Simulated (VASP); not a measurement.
# MgTe (P6_3mc) in VASP: notebook

The runs below take MgTe through single point, with PBE, r2SCAN.

Program: VASP 6.6.1. These are calculated values, not measurements. Logs are shortened: lines on timing, memory, paths and dates and some standing lists are left out, and cuts for length are marked.

## 1. The crystal as given

It takes space group P6_3mc (No. 186, hexagonal). Conventional cell: a = 4.578 Å, b = 4.578 Å, c = 7.455 Å, α = 90.00°, β = 90.00°, γ = 120.00°. Mg (site symmetry 3m) has 4 Te at 2.80 Å as nearest neighbours. Te (site symmetry 3m) is surrounded by 4 Mg at 2.80 Å.

The cell was built by a generator and needn't be a form met in nature.

## 2. Single point, PBE

Contents of INCAR:

```
SYSTEM = MgTe
ALGO     = Normal         ! electronic algorithm
EDIFF    = 1E-6           ! SCF threshold, eV
ENCUT    = 520            ! plane-wave cutoff, eV
GGA      = PE             ! functional
ISIF     = 2              ! what is computed and relaxed
ISMEAR   = -1             ! smearing method
LASPH    = .TRUE.         ! aspherical terms in the spheres
LCHARG   = .FALSE.        ! write CHGCAR
LREAL    = .FALSE.        ! projectors in reciprocal space
LWAVE    = .FALSE.        ! write WAVECAR
NBANDS   = 16             ! bands
NELM     = 80             ! most SCF steps
PREC     = Accurate       ! precision mode
SIGMA    = 0.02           ! smearing width, eV
```

Contents of KPOINTS:

```
k-points
0
G
  6 6 4
  0 0 0
```

Contents of POSCAR:

```
MgTe
1.0
    4.5776356501      0.0000000000      0.0000000000
   -2.2888178251      3.9643487623      0.0000000000
    0.0000000000      0.0000000000      7.4550892427
Mg Te
2 2
Direct
    0.3333333333      0.6666666667     -0.0006080525
    0.6666666667      0.3333333333      0.4993919475
    0.3333333333      0.6666666667      0.3756080525
    0.6666666667      0.3333333333      0.8756080525
```

Potentials or basis: VASP PAW PBE potentials, release 64 (Mg, Te).

The run is started by

```
cat potpaw_PBE.64/Mg/POTCAR potpaw_PBE.64/Te/POTCAR > POTCAR
mpirun -np 1 vasp_std > vasp.out
```

OUTCAR:

```text
SYSTEM = MgTe
   EDIFF = 1E-6
   ENCUT = 520
   GGA = PE
   ISIF = 2
   ISMEAR = -1
   LASPH = .TRUE.
   LREAL = .FALSE.
   NELM = 80
   PREC = Accurate

 ion  position               nearest neighbor table
   1  0.333  0.667  0.999-   4 2.80   4 2.80   4 2.80   3 2.80
   2  0.667  0.333  0.499-   3 2.80   3 2.80   3 2.80   4 2.80
   3  0.333  0.667  0.376-   2 2.80   2 2.80   2 2.80   1 2.80
   4  0.667  0.333  0.876-   1 2.80   1 2.80   1 2.80   2 2.80

  LATTYP: Found a hexagonal cell.
 ALAT       =     4.5776356501
 C/A-ratio  =     1.6285894756

  Lattice vectors:

 A1 = (   4.5776356501,   0.0000000000,   0.0000000000)
 A2 = (  -2.2888178251,   3.9643487623,   0.0000000000)
 A3 = (   0.0000000000,   0.0000000000,   7.4550892427)

Analysis of symmetry for initial positions (statically):
=====================================================================
 Subroutine PRICEL returns:
 Original cell was already a primitive cell.

 Routine SETGRP: Setting up the symmetry group for a
 hexagonal supercell.

 Subroutine GETGRP returns: Found 12 space group operations
 (whereof  6 operations were pure point group operations)
 out of a pool of 24 trial point group operations.

The static configuration has the point symmetry C_3v.
 The point group associated with its full space group is C_6v.

Analysis of symmetry for dynamics (positions and initial velocities):
=====================================================================
 Subroutine PRICEL returns:
 Original cell was already a primitive cell.

 Routine SETGRP: Setting up the symmetry group for a
 hexagonal supercell.

 Subroutine GETGRP returns: Found 12 space group operations
 (whereof  6 operations were pure point group operations)
 out of a pool of 24 trial point group operations.

The dynamic configuration has the point symmetry C_3v.
 The point group associated with its full space group is C_6v.

 Subroutine INISYM returns: Found 12 space group operations
 (whereof  6 operations are pure point group operations),
 and found     1 'primitive' translations

----------------------------------------------------------------------------------------

                                     Primitive cell

  volume of cell :     135.2901

  direct lattice vectors                    reciprocal lattice vectors
     4.577635650  0.000000000  0.000000000     0.218453384  0.126124120  0.000000000
    -2.288817825  3.964348762  0.000000000     0.000000000  0.252248240  0.000000000
     0.000000000  0.000000000  7.455089243     0.000000000  0.000000000  0.134136557

  length of vectors
     4.577635650  4.577635650  7.455089243     0.252248240  0.252248240  0.134136557

  position of ions in fractional coordinates (direct lattice)
     0.333333333  0.666666667  0.999391948
     0.666666667  0.333333333  0.499391948
     0.333333333  0.666666667  0.375608052
     0.666666667  0.333333333  0.875608052

  ion indices of the primitive-cell ions
   primitive index   ion index
                 1           1
                 2           2
                 3           3
                 4           4

----------------------------------------------------------------------------------------

 KPOINTS: k-points

Automatic generation of k-mesh.
 Grid dimensions read from file:
 generate k-points for:    6    6    4

 Generating k-lattice:

  Cartesian coordinates                     Fractional coordinates (reciprocal lattice)
     0.036408897  0.021020687  0.000000000     0.166666667  0.000000000  0.000000000
     0.000000000  0.042041373  0.000000000     0.000000000  0.166666667  0.000000000
     0.000000000  0.000000000  0.033534139     0.000000000  0.000000000  0.250000000

  Length of vectors
     0.042041373  0.042041373  0.033534139

  Shift w.r.t. Gamma in fractional coordinates (k-lattice)
     0.000000000  0.000000000  0.000000000

 Subroutine IBZKPT returns following result:
 ===========================================

 Found     21 irreducible k-points:

 Following reciprocal coordinates:
            Coordinates               Weight
  0.000000  0.000000  0.000000      1.000000
  0.166667 -0.000000  0.000000      6.000000
  0.333333  0.000000  0.000000      6.000000
  0.500000  0.000000  0.000000      3.000000
  0.166667  0.166667  0.000000      6.000000
  0.333333  0.166667  0.000000     12.000000
[... 13 lines left out ...]
  0.333333  0.166667  0.500000     12.000000
  0.333333  0.333333  0.500000      2.000000
   k-points           NKPTS =     21   k-points in BZ     NKDIM =     21   number of bands    NBANDS=     16
   number of dos      NEDOS =    301   number of ions     NIONS =      4
   total plane-waves  NPLWV =  72576
   dimension x,y,z NGX =    36 NGY =   36 NGZ =   56
   dimension x,y,z NGXF=    72 NGYF=   72 NGZF=  112
   ions per type =               2   2
   NGX,Y,Z   is equivalent  to a cutoff of  13.07, 13.07, 12.49 a.u.
   NGXF,Y,Z  is equivalent  to a cutoff of  26.15, 26.15, 24.98 a.u.
 SYSTEM =  MgTe
   PREC   = accura    normal or accurate (medium, high low for compatibility)
   ISTART =      0    job   : 0-new  1-cont  2-samecut
   ICHARG =      2    charge: 1-file 2-atom 10-const
   ISPIN  =      1    spin polarized calculation?
   LNONCOLLINEAR =      F non collinear calculations
   LSORBIT =      F    spin-orbit coupling
   LASPH  =      T    aspherical Exc in radial PAW
   ENCUT  =  520.0 eV  38.22 Ry    6.18 a.u.   8.51  8.51 13.86*2*pi/ulx,y,z
   NELM   =     80;   NELMIN=  2; NELMDL= -5     # of ELM steps
   EDIFF  = 0.1E-05   stopping-criterion for ELM
   LREAL  =      F    real-space projection
   EDIFFG = 0.1E-04   stopping-criterion for IOM
   NSW    =      0    number of steps for IOM
   IBRION =     -1    ionic relax: 0-MD 1-quasi-New 2-CG
   NFREE  =      0    steps in history (QN), initial steepest desc. (CG)
   ISIF   =      2    stress and relaxation
   ISYM   =      2    0-nonsym 1-usesym 2-fastsym
   POTIM  = 0.5000    time-step for ionic-motion
   TEBEG  =    0.0;   TEEND  =   0.0 temperature during run
   PSTRESS=    0.0 pullay stress
   NELECT =      16.0000    total number of electrons
   NUPDOWN=      -1.0000    fix difference up-down
   EMIN   =  10.00;   EMAX   =-10.00  energy-range for DOS
   EFERMI =   0.00;   METHOD = LEGACY
   ISMEAR =    -1;   SIGMA  =   0.02  broadening in eV -4-tet -1-fermi 0-gaus
   EFERMI_NEDOS =   21; number of points for ismear=-14 and -15
   IALGO  =     38    algorithm
   IMIX   =      4    mixing-type and parameters
     AMIX     =   0.40;   BMIX     =  1.00
     AMIX_MAG =   1.60;   BMIX_MAG =  1.00
  volume/ion in A,a.u.               =      33.82       228.25
  Fermi-wavevector in a.u.,A,eV,Ry     =   0.803575  1.518536  8.785718  0.645732
  Thomas-Fermi vector in A             =   1.911468
   LORBIT       =      0    0 simple, 1 ext, 2 COOP (PROOUT), +10 PAW based schemes
   GGA     = PE    functional components
   LHFCALC =     F    Hartree Fock is set to
   AEXX    =    0.0000 exact exchange contribution
   IVDW    =     0    specifies the selected vdW correction
   LEPSILON=     F    determine dielectric tensor
   LRPA    =     F    only Hartree local field effects (RPA)
 non-spin polarized calculation
  energy-cutoff  :      520.00
  volume of cell :      135.29
 maximum number of plane-waves:      3670
 NGX is ok and might be reduce to    36
   NGX = 17   NGY = 17   NGZ = 27

 number of electron      16.0000001 magnetization

 Free energy of the ion-electron system (eV)
  ---------------------------------------------------
  ext. energy  EPLUGINS =         0.00000000
  ---------------------------------------------------
  free energy    TOTEN  =       -12.80511703 eV

  energy without entropy =      -12.80511703  energy(sigma->0) =      -12.80511703

 E-fermi :   2.2933     XC(G=0):  -7.8278

 val. band max:        1.8813461511   @ k =   0.0000   0.0000   0.0000
 cond. band min:       4.3333650157   @ k =   0.0000   0.0000   0.0000
 fundamental gap:      2.4520188646
 Fermi energy:         2.2932590435

 k-point     1 :       0.0000    0.0000    0.0000
  band No.  band energies     occupation
      1      -8.3176      2.00000
      2      -7.7216      2.00000
      3      -1.3450      2.00000
      4       1.3998      2.00000
      5       1.3998      2.00000
      6       1.8785      2.00000
[... 8 lines left out ...]
     15       8.1198      0.00000
     16       9.1172      0.00000

 k-point     2 :       0.1667   -0.0000    0.0000
  band No.  band energies     occupation
      1      -8.2027      2.00000
      2      -7.6593      2.00000
      3      -1.1764      2.00000
      4       0.5563      2.00000
      5       0.9486      2.00000
      6       1.1710      2.00000
[... 8 lines left out ...]
     15       8.1784      0.00000
     16       8.6788      0.00000

 k-point     3 :       0.3333    0.0000    0.0000
  band No.  band energies     occupation
      1      -7.9278      2.00000
      2      -7.5501      2.00000
      3      -0.9191      2.00000
      4      -0.3958      2.00000
      5      -0.1578      2.00000
      6       0.8169      2.00000
[... 8 lines left out ...]
     15       8.8356      0.00000
     16       9.7246      0.00000

 k-point     4 :       0.5000    0.0000    0.0000
  band No.  band energies     occupation
      1      -7.7383      2.00000
      2      -7.5301      2.00000
      3      -1.1753      2.00000
      4      -0.7168      2.00000
      5      -0.0640      2.00000
      6       0.6692      2.00000
[... 8 lines left out ...]
     15       9.0169      0.00000
     16      10.2753      0.00000
[... 267 lines left out ...]
 k-point    19 :       0.1667    0.1667    0.5000
  band No.  band energies     occupation
      1      -7.8007      2.00000
      2      -7.8007      2.00000
      3      -0.6242      2.00000
      4      -0.6242      2.00000
      5       0.8478      2.00000
      6       0.8478      2.00000
[... 8 lines left out ...]
     15       8.6903      0.00000
     16       8.6903      0.00000

 k-point    20 :       0.3333    0.1667    0.5000
  band No.  band energies     occupation
      1      -7.6349      2.00000
      2      -7.6349      2.00000
      3      -1.0898      2.00000
      4      -1.0898      2.00000
      5       0.4622      2.00000
      6       0.4622      2.00000
[... 8 lines left out ...]
     15       9.2856      0.00000
     16       9.2856      0.00000

 k-point    21 :       0.3333    0.3333    0.5000
  band No.  band energies     occupation
      1      -7.5773      2.00000
      2      -7.5773      2.00000
      3      -1.0518      2.00000
      4      -1.0518      2.00000
      5      -0.0312      2.00000
      6      -0.0312      2.00000
[... 8 lines left out ...]
     15       9.2469      0.00000
     16       9.2469      0.00000

------------------------ aborting loop because EDIFF is reached ----------------------------------------

  FORCE on cell =-STRESS in cart. coord.  units (eV):
  Direction    XX          YY          ZZ          XY          YZ          ZX
  --------------------------------------------------------------------------------------
  -------------------------------------------------------------------------------------
  Total        0.5773364      0.5773364      0.5581815     -0.0000000      0.0000000      0.0000000
  in kB        6.8371265      6.8371265      6.6102836     -0.0000000      0.0000000      0.0000000
  external PRESSURE =       6.7615122 kB  Pullay stress =       0.0000000 kB

 VOLUME and BASIS-vectors are now :
 -----------------------------------------------------------------------------
  energy-cutoff  :      520.00
  volume of cell :      135.29
      direct lattice vectors                 reciprocal lattice vectors
     4.577635650  0.000000000  0.000000000     0.218453384  0.126124120  0.000000000
    -2.288817825  3.964348762  0.000000000     0.000000000  0.252248240  0.000000000
     0.000000000  0.000000000  7.455089243     0.000000000  0.000000000  0.134136557

 POSITION                                       TOTAL-FORCE (eV/Angst)
 -----------------------------------------------------------------------------------
     -0.00000      2.64290      7.45056         0.000000      0.000000     -0.001703
      2.28882      1.32145      3.72301        -0.000000      0.000000     -0.001703
     -0.00000      2.64290      2.80019        -0.000000      0.000000      0.001703
      2.28882      1.32145      6.52774         0.000000     -0.000000      0.001703
 -----------------------------------------------------------------------------------
    total drift:                               -0.000000     -0.000000      0.000927

  FREE ENERGIE OF THE ION-ELECTRON SYSTEM (eV)
  ---------------------------------------------------
  free  energy   TOTEN  =       -12.8051170253 eV

  energy  without entropy=      -12.8051170253  energy(sigma->0) =      -12.80511703
```

Wall time 43 s (1 thread of Intel Xeon Platinum 8259CL at 2.50GHz (Skylake/Cascade Lake), shared host); peak memory 0.25 GiB.

What came out:

- Free energy: -12.8051 eV
- Pressure: 0.7 GPa
- Band gap on the k mesh: 2.45 eV, direct

Caveat: spin-orbit coupling is left out, which moves the levels of the heavy elements.

## 3. Single point, PBE (epitaxial_xy strain -3.0%)

Contents of INCAR:

```
SYSTEM = MgTe
PREC = Accurate ; ENCUT = 520
EDIFF = 1E-6 ; ISMEAR = -1
SIGMA = 0.02 ; LREAL = .FALSE.
LASPH = .TRUE. ; NELM = 60
ALGO = Fast ; ISIF = 2
LWAVE = .FALSE. ; LCHARG = .FALSE.
GGA = PE ; NBANDS = 16
```

Contents of KPOINTS:

```
regular mesh
0
G
  6 6 4
  0 0 0
```

Contents of POSCAR:

```
MgTe
1.0
    4.4403065806      0.0000000000      0.0000000000
   -2.2201532903      3.8454182994      0.0000000000
    0.0000000000      0.0000000000      7.6362973694
Mg Te
2 2
Direct
    0.3333333333      0.6666666667      0.0046940948
    0.6666666667      0.3333333333      0.5046940948
    0.3333333333      0.6666666667      0.3703059052
    0.6666666667      0.3333333333      0.8703059052
```

Potentials or basis: VASP PAW PBE potentials, release 64 (Mg, Te).

The run is started by

```
cat potpaw_PBE.64/Mg/POTCAR potpaw_PBE.64/Te/POTCAR > POTCAR
mpirun -np 1 vasp_std > vasp.out
```

It took 62 s on 1 thread of Intel Xeon Platinum 8259CL at 2.50GHz (Skylake/Cascade Lake), shared host; peak memory 0.27 GiB.

The run converged. Its results:

| Quantity | Value |
| --- | --- |
| Free energy | -12.7346 eV |
| Pressure | 2.1 GPa |
| Largest force | 0.008 eV/Å |
| Band gap on the k mesh | 2.41 eV, direct |

Forces in eV/Å, atoms in the order of the input:
```
Mg   0.000  0.000  0.008
Mg   0.000  0.000  0.008
Te   0.000  0.000 -0.008
Te   0.000  0.000 -0.008
```

Stress tensor (GPa, compression positive):
```
2.74 0.00 0.00
0.00 2.74 0.00
0.00 0.00 0.77
```

Levels at points of the mesh, in eV from the valence-band top:
```csv
k point,band 5,band 6,band 7,band 8,band 9,band 10,band 11,band 12
"(0.00, 0.00, 0.00)",-0.42,-0.37,0.00,0.00,2.41,3.28,5.24,5.41
"(0.50, 0.00, 0.00)",-2.19,-1.23,-1.23,-0.53,3.22,3.74,3.94,5.44
"(0.00, 0.00, 0.50)",-0.22,-0.22,-0.22,-0.22,3.66,3.66,5.65,5.65
"(0.50, 0.00, 0.50)",-1.20,-1.20,-0.92,-0.92,3.01,3.01,4.13,4.13
```

Caveat: spin-orbit coupling is left out, which moves the levels of the heavy elements.

(Continued in part 2 of 2.)
